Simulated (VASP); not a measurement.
# Ge (Fd-3m) in VASP: a series of runs

Runs on Ge. Level: PBE. Tasks: relaxation of cell and atoms.

Program: VASP 6.6.1. These are calculated values, not measurements. Logs are shortened: lines on timing, memory, paths and dates and some standing lists are left out, and cuts for length are marked.

**1. The crystal as given**

Symmetry: Fd-3m, No. 227, cubic system. Conventional cell: a = 5.658 Å, b = 5.658 Å, c = 5.658 Å, α = 90.00°, β = 90.00°, γ = 90.00°. Ge (site symmetry -43m) has 4 Ge at 2.45 Å as nearest neighbours.

**2. Relaxation of cell and atoms, PBE**

INCAR

```
  PREC = Accurate
  ENCUT = 300
  EDIFF = 1E-6
  ISMEAR = 0
  SIGMA = 0.03
  LREAL = F
  LASPH = T
  NELM = 80
  ALGO = Normal
  ISIF = 3
  LWAVE = F
  LCHARG = F
  GGA = PE
  IBRION = 2
  NSW = 90
  EDIFFG = -0.01
```

KPOINTS

```
regular mesh
0
Gamma
  5 5 5
```

POSCAR

```
Ge
1.0
    0.0000000000      2.8289100000      2.8289100000
    2.8289100000      0.0000000000      2.8289100000
    2.8289100000      2.8289100000      0.0000000000
Ge
2
Direct
    0.0000000000      0.0000000000      0.0000000000
    0.2500000000      0.2500000000      0.2500000000
```

Potentials or basis: VASP PAW PBE potentials, release 64 (Ge).

Launch:

```bash
cat potpaw_PBE.64/Ge/POTCAR > POTCAR
mpirun -np 1 vasp_std > vasp.out
```

OUTCAR:

```text
PREC = Accurate
   ENCUT = 300
   EDIFF = 1E-6
   ISMEAR = 0
   LREAL = F
   LASPH = T
   NELM = 80
   ISIF = 3
   GGA = PE
   IBRION = 2
   NSW = 90
   EDIFFG = -0.01

 ion  position               nearest neighbor table
   1  0.000  0.000  0.000-   2 2.45   2 2.45   2 2.45   2 2.45
   2  0.250  0.250  0.250-   1 2.45   1 2.45   1 2.45   1 2.45

  LATTYP: Found a face centered cubic cell.
 ALAT       =     5.6578200000

  Lattice vectors:

 A1 = (   0.0000000000,   2.8289100000,   2.8289100000)
 A2 = (   2.8289100000,   0.0000000000,   2.8289100000)
 A3 = (   2.8289100000,   2.8289100000,   0.0000000000)

Analysis of symmetry for initial positions (statically):
=====================================================================
 Subroutine PRICEL returns:
 Original cell was already a primitive cell.

 Routine SETGRP: Setting up the symmetry group for a
 face centered cubic supercell.

 Subroutine GETGRP returns: Found 48 space group operations
 (whereof 24 operations were pure point group operations)
 out of a pool of 48 trial point group operations.

The static configuration has the point symmetry T_d .
 The point group associated with its full space group is O_h .

Analysis of symmetry for dynamics (positions and initial velocities):
=====================================================================
 Subroutine PRICEL returns:
 Original cell was already a primitive cell.

 Routine SETGRP: Setting up the symmetry group for a
 face centered cubic supercell.

 Subroutine GETGRP returns: Found 48 space group operations
 (whereof 24 operations were pure point group operations)
 out of a pool of 48 trial point group operations.

The dynamic configuration has the point symmetry T_d .
 The point group associated with its full space group is O_h .

 Subroutine INISYM returns: Found 48 space group operations
 (whereof 24 operations are pure point group operations),
 and found     1 'primitive' translations

----------------------------------------------------------------------------------------

                                     Primitive cell

  volume of cell :      45.2780

  direct lattice vectors                    reciprocal lattice vectors
     0.000000000  2.828910000  2.828910000    -0.176746521  0.176746521  0.176746521
     2.828910000  0.000000000  2.828910000     0.176746521 -0.176746521  0.176746521
     2.828910000  2.828910000  0.000000000     0.176746521  0.176746521 -0.176746521

  length of vectors
     4.000682889  4.000682889  4.000682889     0.306133954  0.306133954  0.306133954

  position of ions in fractional coordinates (direct lattice)
     0.000000000  0.000000000  0.000000000
     0.250000000  0.250000000  0.250000000

  ion indices of the primitive-cell ions
   primitive index   ion index
                 1           1
                 2           2

----------------------------------------------------------------------------------------

 KPOINTS: regular mesh

Automatic generation of k-mesh.
 Grid dimensions read from file:
 generate k-points for:    5    5    5

 Generating k-lattice:

  Cartesian coordinates                     Fractional coordinates (reciprocal lattice)
    -0.035349304  0.035349304  0.035349304     0.200000000  0.000000000  0.000000000
     0.035349304 -0.035349304  0.035349304     0.000000000  0.200000000  0.000000000
     0.035349304  0.035349304 -0.035349304     0.000000000  0.000000000  0.200000000

  Length of vectors
     0.061226791  0.061226791  0.061226791

  Shift w.r.t. Gamma in fractional coordinates (k-lattice)
     0.000000000  0.000000000  0.000000000

 Subroutine IBZKPT returns following result:
 ===========================================

 Found     10 irreducible k-points:

 Following reciprocal coordinates:
            Coordinates               Weight
  0.000000  0.000000  0.000000      1.000000
  0.200000  0.000000  0.000000      8.000000
  0.400000  0.000000  0.000000      8.000000
  0.200000  0.200000  0.000000      6.000000
  0.400000  0.200000  0.000000     24.000000
 -0.400000  0.200000  0.000000     24.000000
 -0.200000  0.200000  0.000000     12.000000
  0.400000  0.400000  0.000000      6.000000
 -0.400000  0.400000  0.000000     12.000000
 -0.400000  0.400000  0.200000     24.000000
   k-points           NKPTS =     10   k-points in BZ     NKDIM =     10   number of bands    NBANDS=      8
   number of dos      NEDOS =    301   number of ions     NIONS =      2
   total plane-waves  NPLWV =  13824
   dimension x,y,z NGX =    24 NGY =   24 NGZ =   24
   dimension x,y,z NGXF=    48 NGYF=   48 NGZF=   48
   ions per type =               2
   NGX,Y,Z   is equivalent  to a cutoff of   9.97,  9.97,  9.97 a.u.
   NGXF,Y,Z  is equivalent  to a cutoff of  19.95, 19.95, 19.95 a.u.
 SYSTEM =  unknown system
   PREC   = accura    normal or accurate (medium, high low for compatibility)
   ISTART =      0    job   : 0-new  1-cont  2-samecut
   ICHARG =      2    charge: 1-file 2-atom 10-const
   ISPIN  =      1    spin polarized calculation?
   LNONCOLLINEAR =      F non collinear calculations
   LSORBIT =      F    spin-orbit coupling
   LASPH  =      T    aspherical Exc in radial PAW
   ENCUT  =  300.0 eV  22.05 Ry    4.70 a.u.   5.65  5.65  5.65*2*pi/ulx,y,z
   NELM   =     80;   NELMIN=  2; NELMDL= -5     # of ELM steps
   EDIFF  = 0.1E-05   stopping-criterion for ELM
   LREAL  =      F    real-space projection
   EDIFFG = -.1E-01   stopping-criterion for IOM
   NSW    =     90    number of steps for IOM
   IBRION =      2    ionic relax: 0-MD 1-quasi-New 2-CG
   NFREE  =      1    steps in history (QN), initial steepest desc. (CG)
   ISIF   =      3    stress and relaxation
   ISYM   =      2    0-nonsym 1-usesym 2-fastsym
   POTIM  = 0.5000    time-step for ionic-motion
   TEBEG  =    0.0;   TEEND  =   0.0 temperature during run
   PSTRESS=    0.0 pullay stress
   NELECT =       8.0000    total number of electrons
   NUPDOWN=      -1.0000    fix difference up-down
   EMIN   =  10.00;   EMAX   =-10.00  energy-range for DOS
   EFERMI =   0.00;   METHOD = LEGACY
   ISMEAR =     0;   SIGMA  =   0.03  broadening in eV -4-tet -1-fermi 0-gaus
   EFERMI_NEDOS =   21; number of points for ismear=-14 and -15
   IALGO  =     38    algorithm
   IMIX   =      4    mixing-type and parameters
     AMIX     =   0.40;   BMIX     =  1.00
     AMIX_MAG =   1.60;   BMIX_MAG =  1.00
  volume/ion in A,a.u.               =      22.64       152.78
  Fermi-wavevector in a.u.,A,eV,Ry     =   0.918634  1.735966 11.481791  0.843888
  Thomas-Fermi vector in A             =   2.043737
   LORBIT       =      0    0 simple, 1 ext, 2 COOP (PROOUT), +10 PAW based schemes
   GGA     = PE    functional components
   LHFCALC =     F    Hartree Fock is set to
   AEXX    =    0.0000 exact exchange contribution
   IVDW    =     0    specifies the selected vdW correction
   LEPSILON=     F    determine dielectric tensor
   LRPA    =     F    only Hartree local field effects (RPA)
 conjugate gradient relaxation of ions
 non-spin polarized calculation
 Gauss-broadening in eV      SIGMA  =   0.03
  energy-cutoff  :      300.00
  volume of cell :       45.28
 maximum number of plane-waves:       547
   NGX = 11   NGY = 11   NGZ = 11

--------------------------------------- Ionic step        1  -------------------------------------------

 number of electron       8.0000000 magnetization

 Free energy of the ion-electron system (eV)
  ---------------------------------------------------
  ext. energy  EPLUGINS =         0.00000000
  ---------------------------------------------------
  free energy    TOTEN  =        -8.84522586 eV

  energy without entropy =       -8.84508594  energy(sigma->0) =       -8.84515590

------------------------ aborting loop because EDIFF is reached ----------------------------------------

  FORCE on cell =-STRESS in cart. coord.  units (eV):
  Direction    XX          YY          ZZ          XY          YZ          ZX
  --------------------------------------------------------------------------------------
  -------------------------------------------------------------------------------------
  Total        1.2387463      1.2387463      1.2387463     -0.0000000     -0.0000000      0.0000000
  in kB       43.8334405     43.8334405     43.8334405     -0.0000000     -0.0000000      0.0000000
  external PRESSURE =      43.8334405 kB  Pullay stress =       0.0000000 kB

 VOLUME and BASIS-vectors are now :
 -----------------------------------------------------------------------------
  energy-cutoff  :      300.00
  volume of cell :       45.28
      direct lattice vectors                 reciprocal lattice vectors
     0.000000000  2.828910000  2.828910000    -0.176746521  0.176746521  0.176746521
     2.828910000  0.000000000  2.828910000     0.176746521 -0.176746521  0.176746521
     2.828910000  2.828910000  0.000000000     0.176746521  0.176746521 -0.176746521

 POSITION                                       TOTAL-FORCE (eV/Angst)
 -----------------------------------------------------------------------------------
      0.00000      0.00000      0.00000         0.000000      0.000000     -0.000000
      1.41446      1.41446      1.41446        -0.000000     -0.000000      0.000000
 -----------------------------------------------------------------------------------
    total drift:                               -0.000000      0.000000      0.000000

  FREE ENERGIE OF THE ION-ELECTRON SYSTEM (eV)
  ---------------------------------------------------
  free  energy   TOTEN  =        -8.8452258559 eV
[... 53 lines left out ...]
 VOLUME and BASIS-vectors are now :
 -----------------------------------------------------------------------------
  energy-cutoff  :      300.00
  volume of cell :       48.61
      direct lattice vectors                 reciprocal lattice vectors
     0.000000000  2.896757260  2.896757260    -0.172606800  0.172606800  0.172606800
     2.896757260  0.000000000  2.896757260     0.172606800 -0.172606800  0.172606800
     2.896757260  2.896757260  0.000000000     0.172606800  0.172606800 -0.172606800

 POSITION                                       TOTAL-FORCE (eV/Angst)
 -----------------------------------------------------------------------------------
      0.00000      0.00000      0.00000        -0.000000     -0.000000     -0.000000
      1.44838      1.44838      1.44838         0.000000      0.000000      0.000000
 -----------------------------------------------------------------------------------
    total drift:                               -0.000000      0.000000      0.000000

  FREE ENERGIE OF THE ION-ELECTRON SYSTEM (eV)
  ---------------------------------------------------
  free  energy   TOTEN  =        -8.8899000365 eV

  energy  without entropy=       -8.8894518108  energy(sigma->0) =       -8.88967592

--------------------------------------- Ionic step        4  -------------------------------------------

 number of electron       8.0000001 magnetization

 Free energy of the ion-electron system (eV)
  ---------------------------------------------------
  ext. energy  EPLUGINS =         0.00000000
  ---------------------------------------------------
  free energy    TOTEN  =        -8.88995402 eV

  energy without entropy =       -8.88954565  energy(sigma->0) =       -8.88974983

 E-fermi :   3.2311     XC(G=0):  -8.8486

 val. band max:        3.2226380675   @ k =   0.0000   0.0000   0.0000
 cond. band min:       3.2870814426   @ k =   0.4000   0.0000   0.0000
 fundamental gap:      0.0644433750
 Fermi energy:         3.2311296298

 k-point     1 :       0.0000    0.0000    0.0000
  band No.  band energies     occupation
      1      -9.0490      2.00000
      2       2.6728      2.00000
      3       3.2226      1.31107
      4       3.2226      1.31107
      5       3.2226      1.31106
      6       5.7232      0.00000
      7       5.7232      0.00000
      8       5.7232      0.00000

 k-point     2 :       0.2000    0.0000    0.0000
  band No.  band energies     occupation
      1      -8.6003      2.00000
      2      -0.5784      2.00000
      3       2.6014      2.00000
      4       2.6014      2.00000
      5       3.8341      0.00000
      6       6.5382      0.00000
      7       6.5382      0.00000
      8       7.6314      0.00000

 k-point     3 :       0.4000    0.0000    0.0000
  band No.  band energies     occupation
      1      -7.4650      2.00000
      2      -3.5153      2.00000
      3       1.9943      2.00000
      4       1.9943      2.00000
      5       3.2871      0.00835
      6       6.9150      0.00000
      7       6.9150      0.00000
      8      10.3387      0.00000
[... 88 lines left out ...]
 VOLUME and BASIS-vectors are now :
 -----------------------------------------------------------------------------
  energy-cutoff  :      300.00
  volume of cell :       48.49
      direct lattice vectors                 reciprocal lattice vectors
     0.000000000  2.894347960  2.894347960    -0.172750480  0.172750480  0.172750480
     2.894347960  0.000000000  2.894347960     0.172750480 -0.172750480  0.172750480
     2.894347960  2.894347960  0.000000000     0.172750480  0.172750480 -0.172750480

 POSITION                                       TOTAL-FORCE (eV/Angst)
 -----------------------------------------------------------------------------------
      0.00000      0.00000      0.00000         0.000000      0.000000     -0.000000
      1.44717      1.44717      1.44717        -0.000000     -0.000000      0.000000
 -----------------------------------------------------------------------------------
    total drift:                               -0.000000      0.000000      0.000000

  FREE ENERGIE OF THE ION-ELECTRON SYSTEM (eV)
  ---------------------------------------------------
  free  energy   TOTEN  =        -8.8899540157 eV

  energy  without entropy=       -8.8895456525  energy(sigma->0) =       -8.88974983

 reached required accuracy - stopping structural energy minimisation
```

Run time: 8 s. Hardware: 1 thread of Intel Xeon Platinum 8488C (Sapphire Rapids), shared host; peak memory 0.13 GiB.

What came out:

* Free energy: -8.8900 eV
* Relaxed volume: 24.25 Å³/atom
* Relaxed cell: a = 4.093 Å, b = 4.093 Å, c = 4.093 Å, α = 60.00°, β = 60.00°, γ = 60.00°
* Space group after relaxing (to 0.05 Å): Fd-3m (No. 227)
* Energy gained by relaxing: 22.4 meV/atom
* Ionic steps: 4
* Pressure after relaxing: 0.0 GPa
* Band gap on the k mesh: none (metal or under the smearing width)

The path:
```tsv
step	energy change (eV)	largest force (eV/Å)	pressure (GPa)	volume (Å³)
1	0.0000	0.0000	4.38	45.28
2	-0.0416	0.0000	-0.96	49.46
3	-0.0447	0.0000	-0.15	48.61
4	-0.0447	0.0000	0.00	48.49
```

Final structure:
```cif
data_structure
_symmetry_space_group_name_H-M 'P 1'
_symmetry_Int_Tables_number 1
_cell_length_a 4.0932
_cell_length_b 4.0932
_cell_length_c 4.0932
_cell_angle_alpha 60.000
_cell_angle_beta 60.000
_cell_angle_gamma 60.000
_cell_volume 48.49
loop_
_atom_site_label
_atom_site_type_symbol
_atom_site_fract_x
_atom_site_fract_y
_atom_site_fract_z
_atom_site_occupancy
Ge1 Ge 0.00000 0.00000 0.00000 1
Ge2 Ge 0.25000 0.25000 0.25000 1
```

Caveat: the k mesh is coarse (spacing up to 0.38 Å⁻¹), so the values aren't converged; this crystal is a semiconductor, whose small gap the functional closes, so the metal is an error of the method. Zero-point motion and thermal expansion aren't in these numbers.

**3. Relaxation of cell and atoms, PBE**

This run uses another cell than the first one, of 24.25 Å³/atom, 1.071 times its volume.

INCAR, as its differences from that of step 2:

```diff
@@ -2,3 +2,3 @@
   ENCUT = 300
-  EDIFF = 1E-6
+  EDIFF = 1E-7
   ISMEAR = 0
@@ -15,2 +15,2 @@
   NSW = 90
-  EDIFFG = -0.01
+  EDIFFG = -0.005
```

KPOINTS is that of step 2.

POSCAR

```
Ge                                      
1.0
    0.0000000000      2.8943479602      2.8943479602
    2.8943479602      0.0000000000      2.8943479602
    2.8943479602      2.8943479602      0.0000000000
  Ge            
     2
Direct
     0.0000000000000000    0.0000000000000000    0.0000000000000000
     0.2500000000000000    0.2500000000000000    0.2500000000000000
```

Potentials or basis: VASP PAW PBE potentials, release 64 (Ge).

Launch:

```bash
cat potpaw_PBE.64/Ge/POTCAR > POTCAR
mpirun -np 1 vasp_std > vasp.out
```

OUTCAR:

```text
PREC = Accurate
   ENCUT = 300
   EDIFF = 1E-7
   ISMEAR = 0
   LREAL = F
   LASPH = T
   NELM = 80
   ISIF = 3
   GGA = PE
   IBRION = 2
   NSW = 90
   EDIFFG = -0.005

 ion  position               nearest neighbor table
   1  0.000  0.000  0.000-   2 2.51   2 2.51   2 2.51   2 2.51
   2  0.250  0.250  0.250-   1 2.51   1 2.51   1 2.51   1 2.51

  LATTYP: Found a face centered cubic cell.
 ALAT       =     5.7886959204

[... 287 lines left out ...]

  FORCE on cell =-STRESS in cart. coord.  units (eV):
  Direction    XX          YY          ZZ          XY          YZ          ZX
  --------------------------------------------------------------------------------------
  -------------------------------------------------------------------------------------
  Total        0.0002731      0.0002731      0.0002731      0.0000000      0.0000000      0.0000000
  in kB        0.0090229      0.0090229      0.0090229      0.0000000      0.0000000      0.0000000
  external PRESSURE =       0.0090229 kB  Pullay stress =       0.0000000 kB

 VOLUME and BASIS-vectors are now :
 -----------------------------------------------------------------------------
  energy-cutoff  :      300.00
  volume of cell :       48.49
      direct lattice vectors                 reciprocal lattice vectors
     0.000000000  2.894347960  2.894347960    -0.172750480  0.172750480  0.172750480
     2.894347960  0.000000000  2.894347960     0.172750480 -0.172750480  0.172750480
     2.894347960  2.894347960  0.000000000     0.172750480  0.172750480 -0.172750480

 POSITION                                       TOTAL-FORCE (eV/Angst)
 -----------------------------------------------------------------------------------
      0.00000      0.00000      0.00000        -0.000000     -0.000000      0.000000
      1.44717      1.44717      1.44717         0.000000      0.000000     -0.000000
 -----------------------------------------------------------------------------------
    total drift:                               -0.000000     -0.000000      0.000000

  FREE ENERGIE OF THE ION-ELECTRON SYSTEM (eV)
  ---------------------------------------------------
  free  energy   TOTEN  =        -8.8903037299 eV

  energy  without entropy=       -8.8898947963  energy(sigma->0) =       -8.89009926

 reached required accuracy - stopping structural energy minimisation
```

OSZICAR:

```text
N       E                     dE             d eps       ncg     rms          rms(c)
DAV:   1     0.836254543784E+01    0.83625E+01   -0.25917E+03   160   0.546E+02
DAV:   2    -0.869323273202E+01   -0.17056E+02   -0.16672E+02   256   0.745E+01
DAV:   3    -0.896197260196E+01   -0.26874E+00   -0.26858E+00   200   0.122E+01
DAV:   4    -0.896234765801E+01   -0.37506E-03   -0.37506E-03   216   0.475E-01
DAV:   5    -0.896234823733E+01   -0.57932E-06   -0.57889E-06   200   0.109E-02    0.286E+00
DAV:   6    -0.891391222203E+01    0.48436E-01   -0.26394E-02   184   0.957E-01    0.176E+00
DAV:   7    -0.888879050720E+01    0.25122E-01   -0.61394E-02   192   0.156E+00    0.115E-01
DAV:   8    -0.889007152288E+01   -0.12810E-02   -0.17409E-03   184   0.252E-01    0.312E-02
DAV:   9    -0.889029633526E+01   -0.22481E-03   -0.24736E-04   192   0.113E-01    0.214E-02
DAV:  10    -0.889030310093E+01   -0.67657E-05   -0.30869E-05   184   0.413E-02    0.705E-03
DAV:  11    -0.889030333169E+01   -0.23075E-06   -0.94893E-07   192   0.625E-03    0.177E-03
DAV:  12    -0.889030367442E+01   -0.34274E-06   -0.91891E-08   192   0.250E-03    0.398E-04
DAV:  13    -0.889030372986E+01   -0.55439E-07   -0.41482E-09    80   0.381E-04
   1 F= -.88903037E+01 E0= -.88900993E+01  d E =-.889030E+01
```

Run time: 4 s. Hardware: 1 thread of Intel Xeon Platinum 8488C (Sapphire Rapids), shared host; peak memory 0.12 GiB.

What came out:

```
Free energy             : -8.8903 eV
Pressure after relaxing : 0.0 GPa
Band gap on the k mesh  : none (metal or under the smearing width)
```

Final structure:
```cif
data_structure
_symmetry_space_group_name_H-M 'P 1'
_symmetry_Int_Tables_number 1
_cell_length_a 4.0932
_cell_length_b 4.0932
_cell_length_c 4.0932
_cell_angle_alpha 60.000
_cell_angle_beta 60.000
_cell_angle_gamma 60.000
_cell_volume 48.49
loop_
_atom_site_label
_atom_site_type_symbol
_atom_site_fract_x
_atom_site_fract_y
_atom_site_fract_z
_atom_site_occupancy
Ge1 Ge 0.00000 0.00000 0.00000 1
Ge2 Ge 0.25000 0.25000 0.25000 1
```

Caveat: the k mesh is coarse (spacing up to 0.38 Å⁻¹), so the values aren't converged; the relaxation stopped at its first step, so nothing moved; this crystal is a semiconductor, whose small gap the functional closes, so the metal is an error of the method.
